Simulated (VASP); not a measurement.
# Ag in VASP: a series of runs

Aim: see how the results for Ag move with the level of theory and the settings. Levels: PBE+D3(BJ), PBE, RPBE, RPBE+D3(BJ). Tasks: relaxation of the atoms, single point.

All numbers are computed with VASP 6.6.1; they aren't measurements. Logs are shortened: lines on timing, memory, paths and dates and some standing lists are left out, and cuts for length are marked.

### Step 1. Starting point

The cell holds a molecule in a box, 1 atom: a = 10.500 Å, b = 11.000 Å, c = 11.500 Å, α = 90.00°, β = 90.00°, γ = 90.00°.

### Step 2. Relaxation of the atoms, PBE+D3(BJ), collinear spin, ferromagnetic start

INCAR reads:

```
SYSTEM = Ag
ALGO = Normal
EDIFF = 1E-6
EDIFFG = -0.03
ENCUT = 400
GGA = PE
IBRION = 2
ISIF = 2
ISMEAR = 0
ISPIN = 2
ISYM = 0
IVDW = 12
LASPH = .TRUE.
LCHARG = .FALSE.
LMAXMIX = 4
LORBIT = 11
LREAL = .FALSE.
LWAVE = .FALSE.
MAGMOM = 0.5
NELM = 60
NSW = 120
NUPDOWN = 1
PREC = Accurate
SIGMA = 0.01
```

KPOINTS reads:

```
k-points
0
G
  1 1 1
  0 0 0
```

POSCAR reads:

```
Ag
1.0
   10.5000000000      0.0000000000      0.0000000000
    0.0000000000     11.0000000000      0.0000000000
    0.0000000000      0.0000000000     11.5000000000
Ag
1
Selective dynamics
Direct
    0.5000000000      0.5045454545      0.5000000000  F F F
```

Potentials or basis: VASP PAW PBE potentials, release 64 (Ag).

Run with:

```console
cat potpaw_PBE.64/Ag/POTCAR > POTCAR
mpirun -np 1 vasp_gam > vasp.out
```

OUTCAR:

```text
SYSTEM = Ag
   EDIFF = 1E-6
   EDIFFG = -0.03
   ENCUT = 400
   GGA = PE
   IBRION = 2
   ISIF = 2
   ISMEAR = 0
   ISPIN = 2
   ISYM = 0
   IVDW = 12
   LASPH = .TRUE.
   LORBIT = 11
   LREAL = .FALSE.
   NELM = 60
   NSW = 120
   NUPDOWN = 1
   PREC = Accurate
 IVDW          = 12

 ion  position               nearest neighbor table
   1  0.500  0.505  0.500-

IMPORTANT INFORMATION: All symmetrisations will be switched off!
NOSYMM: (Re-)initialisation of all symmetry stuff for point group C_1.

----------------------------------------------------------------------------------------

                                     Primitive cell

  volume of cell :    1328.2500

  direct lattice vectors                    reciprocal lattice vectors
    10.500000000  0.000000000  0.000000000     0.095238095  0.000000000  0.000000000
     0.000000000 11.000000000  0.000000000     0.000000000  0.090909091  0.000000000
     0.000000000  0.000000000 11.500000000     0.000000000  0.000000000  0.086956522

  length of vectors
    10.500000000 11.000000000 11.500000000     0.095238095  0.090909091  0.086956522

  position of ions in fractional coordinates (direct lattice)
     0.500000000  0.504545454  0.500000000

  ion indices of the primitive-cell ions
   primitive index   ion index
                 1           1

----------------------------------------------------------------------------------------

 KPOINTS: k-points

Automatic generation of k-mesh.
 Grid dimensions read from file:
 generate k-points for:    1    1    1

 Generating k-lattice:

  Cartesian coordinates                     Fractional coordinates (reciprocal lattice)
     0.095238095  0.000000000  0.000000000     1.000000000  0.000000000  0.000000000
     0.000000000  0.090909091  0.000000000     0.000000000  1.000000000  0.000000000
     0.000000000  0.000000000  0.086956522     0.000000000  0.000000000  1.000000000

  Length of vectors
     0.095238095  0.090909091  0.086956522

  Shift w.r.t. Gamma in fractional coordinates (k-lattice)
     0.000000000  0.000000000  0.000000000

 Subroutine IBZKPT returns following result:
 ===========================================

 Found      1 irreducible k-points:

 Following reciprocal coordinates:
            Coordinates               Weight
  0.000000  0.000000  0.000000      1.000000
   k-points           NKPTS =      1   k-points in BZ     NKDIM =      1   number of bands    NBANDS=      9
   number of dos      NEDOS =    301   number of ions     NIONS =      1
   total plane-waves  NPLWV = 403200
   dimension x,y,z NGX =    70 NGY =   72 NGZ =   80
   dimension x,y,z NGXF=   140 NGYF=  144 NGZF=  160
   ions per type =               1
   NGX,Y,Z   is equivalent  to a cutoff of  11.08, 10.88, 11.56 a.u.
   NGXF,Y,Z  is equivalent  to a cutoff of  22.17, 21.76, 23.13 a.u.
 SYSTEM =  Ag
   PREC   = accura    normal or accurate (medium, high low for compatibility)
   ISTART =      0    job   : 0-new  1-cont  2-samecut
   ICHARG =      2    charge: 1-file 2-atom 10-const
   ISPIN  =      2    spin polarized calculation?
   LNONCOLLINEAR =      F non collinear calculations
   LSORBIT =      F    spin-orbit coupling
   LASPH  =      T    aspherical Exc in radial PAW
   ENCUT  =  400.0 eV  29.40 Ry    5.42 a.u.  17.12 17.94 18.75*2*pi/ulx,y,z
   NELM   =     60;   NELMIN=  2; NELMDL= -5     # of ELM steps
   EDIFF  = 0.1E-05   stopping-criterion for ELM
   LREAL  =      F    real-space projection
   EDIFFG = -.3E-01   stopping-criterion for IOM
   NSW    =    120    number of steps for IOM
   IBRION =      2    ionic relax: 0-MD 1-quasi-New 2-CG
   NFREE  =      1    steps in history (QN), initial steepest desc. (CG)
   ISIF   =      2    stress and relaxation
   ISYM   =      0    0-nonsym 1-usesym 2-fastsym
   POTIM  = 0.5000    time-step for ionic-motion
   TEBEG  =    0.0;   TEEND  =   0.0 temperature during run
   PSTRESS=    0.0 pullay stress
   NELECT =      11.0000    total number of electrons
   NUPDOWN=       1.0000    fix difference up-down
   EMIN   =  10.00;   EMAX   =-10.00  energy-range for DOS
   EFERMI =   0.00;   METHOD = LEGACY
   ISMEAR =     0;   SIGMA  =   0.01  broadening in eV -4-tet -1-fermi 0-gaus
   EFERMI_NEDOS =   21; number of points for ismear=-14 and -15
   IALGO  =     38    algorithm
   IMIX   =      4    mixing-type and parameters
     AMIX     =   0.40;   BMIX     =  1.00
     AMIX_MAG =   1.60;   BMIX_MAG =  1.00
  volume/ion in A,a.u.               =    1328.25      8963.47
  Fermi-wavevector in a.u.,A,eV,Ry     =   0.331217  0.625909  1.492622  0.109705
  Thomas-Fermi vector in A             =   1.227185
   LORBIT       =     11    0 simple, 1 ext, 2 COOP (PROOUT), +10 PAW based schemes
   GGA     = PE    functional components
   LHFCALC =     F    Hartree Fock is set to
   AEXX    =    0.0000 exact exchange contribution
   IVDW    =    12    specifies the selected vdW correction
   LEPSILON=     F    determine dielectric tensor
   LRPA    =     F    only Hartree local field effects (RPA)
 conjugate gradient relaxation of ions
 spin polarized calculation
 Gauss-broadening in eV      SIGMA  =   0.01
  energy-cutoff  :      400.00
  volume of cell :     1328.25
 maximum number of plane-waves:     12033
 NGX is ok and might be reduce to    70
   NGX = 35   NGY = 35   NGZ = 37

 number of electron      10.9999998 magnetization       1.0000034

 Free energy of the ion-electron system (eV)
  ---------------------------------------------------
  ext. energy  EPLUGINS =         0.00000000
  ---------------------------------------------------
  free energy    TOTEN  =        -0.19943291 eV

  energy without entropy =       -0.19943291  energy(sigma->0) =       -0.19943291

 E-fermi :  -7.0754     XC(G=0):  -0.6713

 val. band max:       -4.5642486545   @ k =   0.0000   0.0000   0.0000
 cond. band min:      -3.7911165304   @ k =   0.0000   0.0000   0.0000
 fundamental gap:      0.7731321241
 Fermi energy:        -4.5153659848

 spin component 1

 k-point     1 :       0.0000    0.0000    0.0000
  band No.  band energies     occupation
      1      -7.3345      1.00000
      2      -7.3345      1.00000
      3      -7.3345      1.00000
      4      -7.3345      1.00000
      5      -7.3345      1.00000
      6      -4.5642      1.00000
      7      -0.7788      0.00000
      8      -0.7630      0.00000
      9      -0.7420      0.00000
 Fermi energy:        -7.0754438326

 spin component 2

 k-point     1 :       0.0000    0.0000    0.0000
  band No.  band energies     occupation
      1      -7.1285      1.00000
      2      -7.1284      1.00000
      3      -7.1284      1.00000
      4      -7.1284      1.00000
      5      -7.1284      1.00000
      6      -3.7911      0.00000
      7      -0.0307      0.00000
      8      -0.0102      0.00000
      9       0.0150      0.00000

------------------------ aborting loop because EDIFF is reached ----------------------------------------

 Edisp (eV)   -0.00069

 E8    (eV) :    -0.0001

  FORCE on cell =-STRESS in cart. coord.  units (eV):
  Direction    XX          YY          ZZ          XY          YZ          ZX
  --------------------------------------------------------------------------------------
  -------------------------------------------------------------------------------------
  Total      -0.06583    -0.06209    -0.05913     0.00000    -0.00000    -0.00000
  in kB      -0.07941    -0.07489    -0.07133     0.00000    -0.00000    -0.00000
  external pressure =       -0.08 kB  Pullay stress =        0.00 kB

 VOLUME and BASIS-vectors are now :
 -----------------------------------------------------------------------------
  energy-cutoff  :      400.00
  volume of cell :     1328.25
      direct lattice vectors                 reciprocal lattice vectors
    10.500000000  0.000000000  0.000000000     0.095238095  0.000000000  0.000000000
     0.000000000 11.000000000  0.000000000     0.000000000  0.090909091  0.000000000
     0.000000000  0.000000000 11.500000000     0.000000000  0.000000000  0.086956522

 POSITION                                       TOTAL-FORCE (eV/Angst)
 -----------------------------------------------------------------------------------
      5.25000      5.55000      5.75000        -0.000000     -0.000547     -0.000001
 -----------------------------------------------------------------------------------
    total drift:                               -0.000000     -0.000547     -0.000001

  FREE ENERGIE OF THE ION-ELECTRON SYSTEM (eV)
  ---------------------------------------------------
  free  energy   TOTEN  =        -0.2001232190 eV

  energy  without entropy=       -0.2001232190  energy(sigma->0) =       -0.20012322

 reached required accuracy - stopping structural energy minimisation

 total charge

# of ion       s       p       d       tot
------------------------------------------
    1        0.366   0.000   9.339   9.705

 magnetization (x)

# of ion       s       p       d       tot
------------------------------------------
    1        0.366  -0.000  -0.023   0.344
```

OSZICAR:

```text
N       E                     dE             d eps       ncg     rms          rms(c)
DAV:   1     0.805886859653E+02    0.80589E+02   -0.15179E+03    36   0.479E+02
DAV:   2     0.222120088094E+02   -0.58377E+02   -0.57328E+02    70   0.511E+01
[... 15 lines left out ...]
DAV:  18    -0.199408678584E+00   -0.35062E-04   -0.13317E-06    36   0.327E-03    0.361E-04
DAV:  19    -0.199420180294E+00   -0.11502E-04   -0.17114E-07    36   0.140E-03    0.281E-04
DAV:  20    -0.199427617368E+00   -0.74371E-05   -0.31702E-07    36   0.162E-03    0.153E-04
DAV:  21    -0.199431227715E+00   -0.36103E-05   -0.32795E-07    36   0.141E-03    0.100E-04
DAV:  22    -0.199432531139E+00   -0.13034E-05   -0.68463E-08    36   0.681E-04    0.707E-05
DAV:  23    -0.199432909294E+00   -0.37815E-06   -0.26458E-08    36   0.545E-04
   1 F= -.20012322E+00 E0= -.20012322E+00  d E =-.200123E+00  mag=     1.0000
```

Run time: 63 s. Hardware: 1 thread of Intel Xeon 6975P-C (Granite Rapids), shared host; peak memory 1 GiB.

What came out:

```yaml
Free_energy: -0.2001 eV
Net_moment: 1.00 μB per cell
Site_moments: Ag +0.34 μB
Valence_electrons_inside_the_program's_atomic_spheres: Ag 9.71
Dispersion_energy_per_atom: -0.001 eV
```

Final structure:
```xyz
1
Lattice="10.5000 0.0000 0.0000 0.0000 11.0000 0.0000 0.0000 0.0000 11.5000" Properties=species:S:1:pos:R:3 pbc="T T T"
Ag    5.2500    5.5500    5.7500
```

Caveat: the relaxation stopped at its first step, so nothing moved; the total moment is fixed, so each spin has its own Fermi level.

### Step 3. Single point, PBE, collinear spin, ferromagnetic start

INCAR reads:

```
SYSTEM = Ag
ALGO = Normal
EDIFF = 1E-6
ENCUT = 400
GGA = PE
ISIF = 2
ISMEAR = 0
ISPIN = 2
ISYM = 0
LASPH = .TRUE.
LCHARG = .FALSE.
LMAXMIX = 4
LORBIT = 11
LREAL = .FALSE.
LWAVE = .FALSE.
MAGMOM = 0.5
NBANDS = 16
NELM = 60
NUPDOWN = 1
PREC = Accurate
SIGMA = 0.01
```

KPOINTS is that of step 2.

POSCAR reads:

```
Ag                                      
1.0
   10.5000000000      0.0000000000      0.0000000000
    0.0000000000     11.0000000000      0.0000000000
    0.0000000000      0.0000000000     11.5000000000
  Ag            
     1
Selective dynamics
Direct
     0.5000000000000000    0.5045454544999970    0.5000000000000000   F   F   F
```

Potentials or basis: VASP PAW PBE potentials, release 64 (Ag).

Run with:

```console
cat potpaw_PBE.64/Ag/POTCAR > POTCAR
mpirun -np 1 vasp_gam > vasp.out
```

Wall time 71 s (1 thread of Intel Xeon 6975P-C (Granite Rapids), shared host); peak memory 1 GiB.

Results (log left out):

- Free energy: -0.1994 eV
- Net moment: 1.00 μB per cell
- Site moments: Ag +0.34 μB
- Valence electrons inside the program's atomic spheres: Ag 9.71

Caveat: the total moment is fixed, so each spin has its own Fermi level.

### Step 4. Single point, RPBE, collinear spin, ferromagnetic start

Edit INCAR of step 3 so:

```diff
@@ -4,3 +4,3 @@
 ENCUT = 400
-GGA = PE
+GGA = RP
 ISIF = 2
```

KPOINTS is that of step 3.

POSCAR is that of step 3.

Run with:

```console
cat potpaw_PBE.64/Ag/POTCAR > POTCAR
mpirun -np 1 vasp_gam > vasp.out
```

Run time: 77 s. Hardware: 1 thread of Intel Xeon 6975P-C (Granite Rapids), shared host; peak memory 1 GiB.

Results (log left out):

```
Free energy                                           : -0.1924 eV
Net moment                                            : 1.00 μB per cell
Site moments                                          : Ag +0.35 μB
Valence electrons inside the program's atomic spheres : Ag 9.71
```

Caveat: the PAW data sets were made with another functional, which shifts forces and pressure a little; the total moment is fixed, so each spin has its own Fermi level.

(Continued in part 2 of 2.)
